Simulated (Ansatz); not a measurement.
**Searching the electronic states of Cu2O, part 1 of 2**

Wanted: the lowest electronic state of Cu2O in this cell. One SCF may end in a higher state, so several starts are tried. System: Cu2O, its deposited structure (space group Pn-3m); the cell holds 6 atoms. Source: COD entry 1000063, which need not be the ambient phase.

Program: Ansatz 0.2.0. Level of theory: DFT PBEsol+U, PAW, plane waves, scalar-relativistic; U − J = 6.2 eV on Cu d. These are calculated values, not measurements.

### Step 1. The system as given

Symmetry: Pn-3m, No. 224, cubic system. Conventional cell: a = 4.252 Å, b = 4.252 Å, c = 4.252 Å, α = 90.00°, β = 90.00°, γ = 90.00°. O (site symmetry -43m) is surrounded by 4 Cu at 1.84 Å. Cu (site symmetry -3m) has 2 O at 1.84 Å as nearest neighbours.

Structure file:

```
O Cu
1.0
     4.25200    0.00000    0.00000
     0.00000    4.25200    0.00000
     0.00000    0.00000    4.25200
O Cu
2 4
Direct
  0.00000 0.00000 0.00000
  0.50000 0.50000 0.50000
  0.25000 0.25000 0.25000
  0.25000 0.75000 0.75000
  0.75000 0.75000 0.25000
  0.75000 0.25000 0.75000
```

Atoms are counted from 1 in the order of input.yaml (Cu6 and so on).

The first starts: parallel moments, plain SCF; opposed moments +---, plain SCF; no spin polarisation; spin on, no moments given (the program may seed its own), plain SCF; opposed moments +--+, plain SCF. What is tried next depends on their ends.

A plain SCF has the search for lower states switched off and ends at the first converged state. Ends within 0.2 meV/atom and 0.1 μB count as one state.

Site moments are integrals over atomic spheres and don't add up to the total.

### Step 2. Parallel moments, plain SCF

input.yaml

```yaml
crystal:
  lattice:
    - [4.252, 0.0, 0.0]
    - [0.0, 4.252, 0.0]
    - [0.0, 0.0, 4.252]
  atoms:
    - { symbol: O, position: [0.0, 0.0, 0.0] }
    - { symbol: O, position: [0.5, 0.5, 0.5] }
    - { symbol: Cu, position: [0.25, 0.25, 0.25], spin: 1.0 }
    - { symbol: Cu, position: [0.25, 0.75, 0.75], spin: 1.0 }
    - { symbol: Cu, position: [0.75, 0.75, 0.25], spin: 1.0 }
    - { symbol: Cu, position: [0.75, 0.25, 0.75], spin: 1.0 }
magnetization:
  spin_polarized: true
hamiltonian:
  xc: pbesol
  pseudopotentials: { kind: paw }
  hubbard: { sites: [{ species: Cu, l: d, u_eff: 6.2 }] }
basis:
  ecutwfc: 420
kpoints:
  mp_grid: { grid: [5, 5, 5] }
scf:
  occupations: { method: gaussian, width: 0.05 }
  lower_state_search: "off"
output:
  forces: true
  stress: true
```

The program printed, shortened:

```text
O: projections on atomic orbitals take those of the free atom [He] 2s2 2p4, of charge +0.00 (hamiltonian.pseudopotentials.projection_atoms); the dataset's partial waves leave at most 1.9e-8 of an orbital's norm unspanned inside its sphere
Cu: projections on atomic orbitals take those of the free atom [Ne] 3s2 3p6 3d10 4s1, of charge +0.00 (hamiltonian.pseudopotentials.projection_atoms); the dataset's partial waves leave at most 2.0e-6 of an orbital's norm unspanned inside its sphere
[...]
Pseudopotentials: kind: paw
Pseudopotential: O, paw, valence charge 6, recommended cutoff 420 eV (normal), O.paw.azcp
Pseudopotential: Cu, paw, valence charge 19, recommended cutoff 420 eV (normal), Cu.paw.azcp
Functional definition: PBEsol
[...]
Crystal: 6 atoms, lattice volume = 76.874 Å³
Basis set: ecut = 420 eV, 1503 PW (Γ), exchange–correlation on 60×60×60 points (8 copies of the dense FFT grid, shifted against one another)
Bands: 56, of which v1, the nominal top of the filled ones, is band 44 counted from 1 (43 counted from 0)
Symmetry: 48 space group operations
Space group: Pn-3m (ITA 224), of the structure as read, at distance tolerance 4.3e-5 Å
Magnetic group: BNS 224.110 (UNI 1612), of the structure as read, at distance tolerance 4.3e-5 Å
k-points: 10 of 125
[...]
Starting moments: Σ|m| = 4 μB on 4 of 6 sites
[...]
SCF iter   1: F=—  HF=-27469.589652 eV  |F-HF|=—  |Δ(HF+E_count)|=         —  Δρ=1.09e-1 (↑1.09e-1 ↓1.07e-1)  dr2=2.41e0  dr2_m=7.37e0  M=0.016 μB ∫|m|=0.631 μB  β_m=0.30  ethr=2.72e-3  ⟨swp⟩=1.4  Hψ=5054  notcnv=0
[...]
SCF iter  16: F=-27470.723716 eV  HF=-27470.723716 eV  |F-HF|=1.46e-11  |Δ(HF+E_count)|=  6.40e-10  Δρ=2.31e-7 (↑2.31e-7 ↓1.51e-7)  dr2=2.41e-11  dr2_m=1.98e-11  M=0.000 μB ∫|m|=0.000 μB  ethr=5.10e-12  ⟨swp⟩=1.0  Hψ=2773  notcnv=0
WARN: the starting moments were not kept: the SCF closed with an absolute magnetisation of 4.1e-6 μB, where they sum to 4 μB in size (4 sites). That is at most 0.1 of that sum. Measured as dr2_m measures the in/out step, that magnetisation stands 4.2e-12 eV from none, at or under the [...]
SCF converged after 16 iterations
Magnetization: 0.0000 μB (44.0000 up, 44.0000 down)
Absolute magnetization: 0.0000 μB (∫|ρ↑−ρ↓|, with the PAW one-centre terms)
Spin contamination: 0.0000 ħ² per cell (⟨S²⟩ above its minimum at these occupations)
Per-site moments (μB) at R_I (Å): [(8.575548771777402e-7, 0.7594826284838578), (8.575548772151128e-7, 0.759482628483858), (3.742316829090621e-8, 0.759482628483858), (3.7423168417298674e-8, 0.7594826284838578), (3.7423168382187795e-8, 0.7594826284838578), (3.742316816128638e-8, 0.7594826284838578)]
Free energy (F): -27470.723716 eV
[...]
E sigma→0 (E₀):  -27470.723716 eV
Fermi energy:    10.273636 eV
[...]
--- Forces (eV/Å), atoms counted from 1 ---
  atom   1  O     -0.00000000    -0.00000000    -0.00000000
  atom   2  O      0.00000000     0.00000000     0.00000000
  atom   3  Cu     0.00000000    -0.00000000    -0.00000000
  atom   4  Cu     0.00000000    -0.00000000     0.00000000
  atom   5  Cu     0.00000000    -0.00000000     0.00000000
  atom   6  Cu     0.00000000    -0.00000000    -0.00000000
[...]
--- Stress (GPa, compression-positive) ---
        1.589919      -0.000000       0.000000
       -0.000000       1.589919       0.000000
        0.000000       0.000000       1.589919
  P = ⅓ Tr σ = 1.5899 GPa (15.899 kbar)
Occupation matrices written to <dir>
```

Run time: 5.5 s. Hardware: 2 threads of an x86-64 CPU, shared host; peak memory 0.47 GiB.

The state reached is non-magnetic, a gap of 0.90 eV on the k-mesh.

### Step 3. Opposed moments +---, plain SCF

input.yaml, as its differences from that of step 2:

```diff
@@ -9,5 +9,5 @@
     - { symbol: Cu, position: [0.25, 0.25, 0.25], spin: 1.0 }
-    - { symbol: Cu, position: [0.25, 0.75, 0.75], spin: 1.0 }
-    - { symbol: Cu, position: [0.75, 0.75, 0.25], spin: 1.0 }
-    - { symbol: Cu, position: [0.75, 0.25, 0.75], spin: 1.0 }
+    - { symbol: Cu, position: [0.25, 0.75, 0.75], spin: -1.0 }
+    - { symbol: Cu, position: [0.75, 0.75, 0.25], spin: -1.0 }
+    - { symbol: Cu, position: [0.75, 0.25, 0.75], spin: -1.0 }
 magnetization:
```

The program printed, shortened:

```text
[... 12 lines as in an earlier run ...]
Symmetry: 12 space group operations
Space group: R-3m (ITA 166), of the structure as read, at distance tolerance 4.3e-5 Å
Magnetic group: BNS 166.97 (UNI 1327), of the structure as read, at distance tolerance 4.3e-5 Å
k-points: 19 of 125
[... 8 lines as in an earlier run ...]
Starting moments: Σ|m| = 4 μB on 4 of 6 sites
[... 2 lines as in an earlier run ...]
[...]
SCF iter   1: F=—  HF=-27469.628592 eV  |F-HF|=—  |Δ(HF+E_count)|=         —  Δρ=1.06e-1 (↑1.05e-1 ↓1.06e-1)  dr2=2.39e0  dr2_m=7.00e0  M=-0.000 μB ∫|m|=0.590 μB  β_m=0.30  ethr=2.70e-3  ⟨swp⟩=1.3  Hψ=9604  notcnv=0
[...]
[... 1 line as in an earlier run ...]
[...]
spin-set hold released at iteration 7 (site moments contracting): the magnetisation degrees of freedom join the quasi-Newton model from the next iteration; the mixer history was flushed
[...]
SCF iter  18: F=-27470.723716 eV  HF=-27470.723716 eV  |F-HF|=0.00e0  |Δ(HF+E_count)|=  5.46e-11  Δρ=1.29e-7 (↑7.16e-8 ↓1.29e-7)  dr2=1.41e-11  dr2_m=1.48e-12  M=0.000 μB ∫|m|=0.000 μB  ethr=1.00e-12  ⟨swp⟩=1.0  Hψ=4544  notcnv=0
WARN: the starting moments were not kept: the SCF closed with an absolute magnetisation of 1.4e-6 μB, where they sum to 4 μB in size (4 sites). That is at most 0.1 of that sum. Measured as dr2_m measures the in/out step, that magnetisation stands 4.3e-13 eV from none, at or under the [...]
SCF converged after 18 iterations
Magnetization: 0.0000 μB (44.0000 up, 44.0000 down)
Absolute magnetization: 0.0000 μB (∫|ρ↑−ρ↓|, with the PAW one-centre terms)
Spin contamination: 0.0000 ħ² per cell (⟨S²⟩ above its minimum at these occupations)
Per-site moments (μB) at R_I (Å): [(5.365260355604343e-8, 0.7594826284838578), (5.3652603368202085e-8, 0.759482628483858), (2.1497836279042404e-7, 0.759482628483858), (1.2156865702481748e-7, 0.7594826284838578), (1.2156865689649498e-7, 0.7594826284838578), (1.2156865720020264e-7, [...]
Free energy (F): -27470.723716 eV
[...]
E sigma→0 (E₀):  -27470.723716 eV
Fermi energy:    10.273634 eV
[... 31 lines left out: energy terms, forces, stress ...]
Occupation matrices written to <dir>
```

Wall time 7.6 s (2 threads of an x86-64 CPU, shared host); peak memory 0.54 GiB.

Nothing new: the 18 iterations lead to the state found in step 2 (non-magnetic).

### Step 4. No spin polarisation

input.yaml

```yaml
crystal:
  lattice:
    - [4.252, 0.0, 0.0]
    - [0.0, 4.252, 0.0]
    - [0.0, 0.0, 4.252]
  atoms:
    - { symbol: O, position: [0.0, 0.0, 0.0] }
    - { symbol: O, position: [0.5, 0.5, 0.5] }
    - { symbol: Cu, position: [0.25, 0.25, 0.25] }
    - { symbol: Cu, position: [0.25, 0.75, 0.75] }
    - { symbol: Cu, position: [0.75, 0.75, 0.25] }
    - { symbol: Cu, position: [0.75, 0.25, 0.75] }
hamiltonian:
  xc: pbesol
  pseudopotentials: { kind: paw }
  hubbard: { sites: [{ species: Cu, l: d, u_eff: 6.2 }] }
basis:
  ecutwfc: 420
kpoints:
  mp_grid: { grid: [5, 5, 5] }
scf:
  occupations: { method: gaussian, width: 0.05 }
  lower_state_search: "off"
output:
  forces: true
  stress: true
```

The program printed, shortened:

```text
[... 11 lines as in an earlier run ...]
Bands: 50, of which v1, the nominal top of the filled ones, is band 44 counted from 1 (43 counted from 0)
[... 10 lines as in an earlier run ...]
[...]
[... 2 lines as in an earlier run ...]
[...]
SCF iter   1: F=—  HF=-27470.803230 eV  |F-HF|=—  |Δ(HF+E_count)|=         —  Δρ=6.79e-2  dr2=2.48e0  ethr=2.79e-3  ⟨swp⟩=1.0  Hψ=2215  notcnv=0
[...]
SCF iter   9: F=-27470.723716 eV  HF=-27470.723716 eV  |F-HF|=7.28e-9  |Δ(HF+E_count)|=   6.50e-7  Δρ=5.92e-6  dr2=2.59e-8  ethr=1.14e-10  ⟨swp⟩=3.2  Hψ=1974  notcnv=0
[...]
SCF converged after 9 iterations
Free energy (F): -27470.723716 eV
[...]
E sigma→0 (E₀):  -27470.723716 eV
Fermi energy:    10.273593 eV
[... 31 lines left out: energy terms, forces, stress ...]
Occupation matrices written to <dir>
```

Run time: 1.8 s. Hardware: 2 threads of an x86-64 CPU, shared host; peak memory 0.43 GiB.

Nothing new: the 9 iterations lead to the state found in step 2 (non-magnetic).

### Step 5. Spin on, no moments given (the program may seed its own), plain SCF

input.yaml, as its differences from that of step 4:

```diff
@@ -26 +26,3 @@
   stress: true
+magnetization:
+  spin_polarized: true
```

The program printed, shortened:

```text
[... 11 lines as in an earlier run ...]
Bands: 53, of which v1, the nominal top of the filled ones, is band 44 counted from 1 (43 counted from 0)
[... 13 lines as in an earlier run ...]
[...]
SCF iter   1: F=—  HF=-27470.807117 eV  |F-HF|=—  |Δ(HF+E_count)|=         —  Δρ=3.40e-2 (↑3.40e-2 ↓3.40e-2)  dr2=2.49e0  dr2_m=0.00e0  M=0.000 μB ∫|m|=0.000 μB  β_m=0.30  ethr=2.81e-3  ⟨swp⟩=1.0  Hψ=2347  notcnv=0
[...]
[... 1 line as in an earlier run ...]
[...]
SCF iter  12: F=-27470.723716 eV  HF=-27470.723716 eV  |F-HF|=7.02e-9  |Δ(HF+E_count)|=   5.35e-7  Δρ=2.91e-6 (↑2.91e-6 ↓2.91e-6)  dr2=1.81e-8  dr2_m=0.00e0  M=0.000 μB ∫|m|=0.000 μB  ethr=1.14e-10  ⟨swp⟩=3.1  Hψ=1978  notcnv=0
[...]
SCF converged after 12 iterations
Magnetization: 0.0000 μB (44.0000 up, 44.0000 down)
Absolute magnetization: 0.0000 μB (∫|ρ↑−ρ↓|)
Spin contamination: 0.0000 ħ² per cell (⟨S²⟩ above its minimum at these occupations)
Per-site moments (μB) at R_I (Å): [(0.0, 0.7594826284838578), (0.0, 0.759482628483858), (0.0, 0.759482628483858), (0.0, 0.7594826284838578), (0.0, 0.7594826284838578), (0.0, 0.7594826284838578)]
Free energy (F): -27470.723716 eV
[...]
E sigma→0 (E₀):  -27470.723716 eV
Fermi energy:    10.273592 eV
[... 31 lines left out: energy terms, forces, stress ...]
Occupation matrices written to <dir>
```

Wall time 2.4 s (2 threads of an x86-64 CPU, shared host); peak memory 0.46 GiB.

The run ends in the same state as step 2 (non-magnetic); it took 12 iterations.

### Step 6. Opposed moments +--+, plain SCF

input.yaml

```yaml
crystal:
  lattice:
    - [4.252, 0.0, 0.0]
    - [0.0, 4.252, 0.0]
    - [0.0, 0.0, 4.252]
  atoms:
    - { symbol: O, position: [0.0, 0.0, 0.0] }
    - { symbol: O, position: [0.5, 0.5, 0.5] }
    - { symbol: Cu, position: [0.25, 0.25, 0.25], spin: 1.0 }
    - { symbol: Cu, position: [0.25, 0.75, 0.75], spin: -1.0 }
    - { symbol: Cu, position: [0.75, 0.75, 0.25], spin: -1.0 }
    - { symbol: Cu, position: [0.75, 0.25, 0.75], spin: 1.0 }
magnetization:
  spin_polarized: true
hamiltonian:
  xc: pbesol
  pseudopotentials: { kind: paw }
  hubbard: { sites: [{ species: Cu, l: d, u_eff: 6.2 }] }
basis:
  ecutwfc: 420
kpoints:
  mp_grid: { grid: [5, 5, 5] }
scf:
  occupations: { method: gaussian, width: 0.05 }
  lower_state_search: "off"
output:
  forces: true
  stress: true
```

The program printed, shortened:

```text
[... 12 lines as in an earlier run ...]
Symmetry: 8 space group operations
Space group: Cmme (ITA 67), of the structure as read, at distance tolerance 4.3e-5 Å
Magnetic group: BNS 134.474 (UNI 1134), of the structure as read, at distance tolerance 4.3e-5 Å
k-points: 27 of 125
[... 8 lines as in an earlier run ...]
Starting moments: Σ|m| = 4 μB on 4 of 6 sites
Starting magnetic order: altermagnet, d-wave, planar spin-momentum locking; spin-degenerate planes through Γ normal to [0 0 1], [1 0 0] of the run's lattice
[... 2 lines as in an earlier run ...]
[...]
SCF iter   1: F=—  HF=-27469.641831 eV  |F-HF|=—  |Δ(HF+E_count)|=         —  Δρ=1.04e-1 (↑1.04e-1 ↓1.04e-1)  dr2=2.38e0  dr2_m=6.87e0  M=0.000 μB ∫|m|=0.553 μB  β_m=0.30  ethr=2.69e-3  ⟨swp⟩=1.5  Hψ=13498  notcnv=0
[...]
[... 1 line as in an earlier run ...]
[...]
spin-set hold released at iteration 7 (site moments contracting): the magnetisation degrees of freedom join the quasi-Newton model from the next iteration; the mixer history was flushed
[...]
WARN: the starting moments were not kept: the SCF closed with an absolute magnetisation of 9.5e-6 μB, where they sum to 4 μB in size (4 sites). That is at most 0.1 of that sum. Measured as dr2_m measures the in/out step, that magnetisation stands 2.2e-11 eV from none, at or under the [...]
SCF converged after 17 iterations
Magnetization: 0.0000 μB (44.0000 up, 44.0000 down)
Absolute magnetization: 0.0000 μB (∫|ρ↑−ρ↓|, with the PAW one-centre terms)
Spin contamination: 0.0000 ħ² per cell (⟨S²⟩ above its minimum at these occupations)
Per-site moments (μB) at R_I (Å): [(-1.4064996057698022e-9, 0.7594826284838578), (-1.4064996200374529e-9, 0.759482628483858), (1.1099105274295447e-6, 0.759482628483858), (-1.1073434969806376e-6, 0.7594826284838578), (-1.1073434971701792e-6, 0.7594826284838578), (1.1099105274856213e-6, [...]
Free energy (F): -27470.723716 eV
[...]
E sigma→0 (E₀):  -27470.723716 eV
Fermi energy:    10.273633 eV
[... 31 lines left out: energy terms, forces, stress ...]
Occupation matrices written to <dir>
```

Wall time 9.5 s (2 threads of an x86-64 CPU, shared host); peak memory 0.59 GiB.

The run ends in the same state as step 2 (non-magnetic); it took 17 iterations.

### Step 7. Parallel moments scaled by 0.1, plain SCF

input.yaml, as its differences from that of step 6:

```diff
@@ -8,6 +8,6 @@
     - { symbol: O, position: [0.5, 0.5, 0.5] }
-    - { symbol: Cu, position: [0.25, 0.25, 0.25], spin: 1.0 }
-    - { symbol: Cu, position: [0.25, 0.75, 0.75], spin: -1.0 }
-    - { symbol: Cu, position: [0.75, 0.75, 0.25], spin: -1.0 }
-    - { symbol: Cu, position: [0.75, 0.25, 0.75], spin: 1.0 }
+    - { symbol: Cu, position: [0.25, 0.25, 0.25], spin: 0.1 }
+    - { symbol: Cu, position: [0.25, 0.75, 0.75], spin: 0.1 }
+    - { symbol: Cu, position: [0.75, 0.75, 0.25], spin: 0.1 }
+    - { symbol: Cu, position: [0.75, 0.25, 0.75], spin: 0.1 }
 magnetization:
```

The program printed, shortened:

```text
[... 11 lines as in an earlier run ...]
Bands: 54, of which v1, the nominal top of the filled ones, is band 44 counted from 1 (43 counted from 0)
[... 12 lines as in an earlier run ...]
Starting moments: Σ|m| = 0.4 μB on 4 of 6 sites
[... 2 lines as in an earlier run ...]
[...]
SCF iter   1: F=—  HF=-27470.816863 eV  |F-HF|=—  |Δ(HF+E_count)|=         —  Δρ=3.60e-2 (↑3.51e-2 ↓3.60e-2)  dr2=2.49e0  dr2_m=7.47e-2  M=0.000 μB ∫|m|=0.061 μB  β_m=0.30  ethr=2.80e-3  ⟨swp⟩=1.1  Hψ=4846  notcnv=0
[...]
[... 1 line as in an earlier run ...]
[...]
spin-set hold released at iteration 7 (site moments contracting): the magnetisation degrees of freedom join the quasi-Newton model from the next iteration; the mixer history was flushed
[...]
SCF iter  15: F=-27470.723716 eV  HF=-27470.723716 eV  |F-HF|=2.55e-11  |Δ(HF+E_count)|=   2.76e-9  Δρ=2.83e-7 (↑2.83e-7 ↓2.00e-7)  dr2=1.16e-10  dr2_m=9.23e-12  M=0.000 μB ∫|m|=0.000 μB  ethr=4.76e-12  ⟨swp⟩=1.1  Hψ=2933  notcnv=0
WARN: the starting moments were not kept: the SCF closed with an absolute magnetisation of 5.1e-6 μB, where they sum to 0.4 μB in size (4 sites). That is at most 0.1 of that sum. Measured as dr2_m measures the in/out step, that magnetisation stands 4.3e-12 eV from none, at or under the [...]
SCF converged after 15 iterations
Magnetization: 0.0000 μB (44.0000 up, 44.0000 down)
Absolute magnetization: 0.0000 μB (∫|ρ↑−ρ↓|, with the PAW one-centre terms)
Spin contamination: 0.0000 ħ² per cell (⟨S²⟩ above its minimum at these occupations)
Per-site moments (μB) at R_I (Å): [(3.842259353876828e-7, 0.7594826284838578), (3.842259353283807e-7, 0.759482628483858), (4.2226317648808273e-7, 0.759482628483858), (4.222631765173538e-7, 0.7594826284838578), (4.22263176404768e-7, 0.7594826284838578), (4.2226317657905836e-7, 0.7594826284838578)]
Free energy (F): -27470.723716 eV
[...]
E sigma→0 (E₀):  -27470.723716 eV
Fermi energy:    10.273636 eV
[... 31 lines left out: energy terms, forces, stress ...]
Occupation matrices written to <dir>
```

It took 4 s on 2 threads of an x86-64 CPU, shared host; peak memory 0.44 GiB.

Nothing new: the 15 iterations lead to the state found in step 2 (non-magnetic).

### Step 8. Moments +--- scaled by 0.5, plain SCF

input.yaml, as its differences from that of step 7:

```diff
@@ -8,6 +8,6 @@
     - { symbol: O, position: [0.5, 0.5, 0.5] }
-    - { symbol: Cu, position: [0.25, 0.25, 0.25], spin: 0.1 }
-    - { symbol: Cu, position: [0.25, 0.75, 0.75], spin: 0.1 }
-    - { symbol: Cu, position: [0.75, 0.75, 0.25], spin: 0.1 }
-    - { symbol: Cu, position: [0.75, 0.25, 0.75], spin: 0.1 }
+    - { symbol: Cu, position: [0.25, 0.25, 0.25], spin: 0.5 }
+    - { symbol: Cu, position: [0.25, 0.75, 0.75], spin: -0.5 }
+    - { symbol: Cu, position: [0.75, 0.75, 0.25], spin: -0.5 }
+    - { symbol: Cu, position: [0.75, 0.25, 0.75], spin: -0.5 }
 magnetization:
```

The program printed, shortened:

```text
[... 24 lines as in an earlier run ...]
Starting moments: Σ|m| = 2 μB on 4 of 6 sites
[... 2 lines as in an earlier run ...]
[...]
SCF iter   1: F=—  HF=-27470.572472 eV  |F-HF|=—  |Δ(HF+E_count)|=         —  Δρ=6.07e-2 (↑6.07e-2 ↓6.02e-2)  dr2=2.45e0  dr2_m=1.77e0  M=0.000 μB ∫|m|=0.288 μB  β_m=0.30  ethr=2.76e-3  ⟨swp⟩=1.1  Hψ=9212  notcnv=0
[...]
[... 1 line as in an earlier run ...]
[...]
spin-set hold released at iteration 7 (site moments contracting): the magnetisation degrees of freedom join the quasi-Newton model from the next iteration; the mixer history was flushed
[...]
SCF iter  17: F=-27470.723716 eV  HF=-27470.723716 eV  |F-HF|=1.82e-11  |Δ(HF+E_count)|=  8.40e-10  Δρ=2.69e-7 (↑1.97e-7 ↓2.69e-7)  dr2=2.08e-11  dr2_m=3.12e-11  M=0.000 μB ∫|m|=0.000 μB  ethr=1.00e-12  ⟨swp⟩=1.0  Hψ=5005  notcnv=0
WARN: the starting moments were not kept: the SCF closed with an absolute magnetisation of 5.4e-6 μB, where they sum to 2 μB in size (4 sites). That is at most 0.1 of that sum. Measured as dr2_m measures the in/out step, that magnetisation stands 9.3e-12 eV from none, at or under the [...]
SCF converged after 17 iterations
Magnetization: 0.0000 μB (44.0000 up, 44.0000 down)
Absolute magnetization: 0.0000 μB (∫|ρ↑−ρ↓|, with the PAW one-centre terms)
Spin contamination: 0.0000 ħ² per cell (⟨S²⟩ above its minimum at these occupations)
Per-site moments (μB) at R_I (Å): [(-2.5195448750236995e-7, 0.7594826284838578), (-2.5195448732077874e-7, 0.759482628483858), (1.2570818962163102e-6, 0.759482628483858), (3.706563126061928e-7, 0.7594826284838578), (3.706563128468003e-7, 0.7594826284838578), (3.7065631303123596e-7, [...]
Free energy (F): -27470.723716 eV
[...]
E sigma→0 (E₀):  -27470.723716 eV
Fermi energy:    10.273634 eV
[... 31 lines left out: energy terms, forces, stress ...]
Occupation matrices written to <dir>
```

Wall time 7.8 s (2 threads of an x86-64 CPU, shared host); peak memory 0.53 GiB.

The run ends in the same state as step 2 (non-magnetic); it took 17 iterations.

(Continued in part 2 of 2.)
